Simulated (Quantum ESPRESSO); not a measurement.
**Ge: zone-centre phonons under several settings**

```
Ge
1.0
     0.00000    2.82891    2.82891
     2.82891    0.00000    2.82891
     2.82891    2.82891    0.00000
Ge
2
Direct
  0.75000 0.75000 0.75000
  0.50000 0.50000 0.50000
```

All runs used Quantum ESPRESSO 7.5; k mesh 8 × 8 × 8; no spin polarisation.

```tsv
level	potentials	geometry	cutoff (eV)	occupations	volume (Å³/atom)	pressure (GPa)	lowest optical mode without the field (cm⁻¹)
PBE	SG15 PBE 1.2	relaxed cell	952	cold, width 0.2 eV	23.96	0.0	264
LDA	GBRV 1.5 LDA	relaxed cell	612	gaussian, width 0.272 eV	?	0.0	?
vdW-DF-cx	PseudoDojo 0.4.1 SR PBE standard	given cell, atoms relaxed	1061	cold, width 0.136 eV	22.64	0.8	283
```

**Question.** What stands in the row left open?

**Answer.** Volume 22.17 Å³/atom; lowest optical mode without the field 286 cm⁻¹.

Caveats: the potentials were made for another functional, which shifts forces and pressure (some runs); before the sum rule the acoustic modes lie tens of cm⁻¹ from zero, a sign that the density grid also shifts the optical modes (some runs).

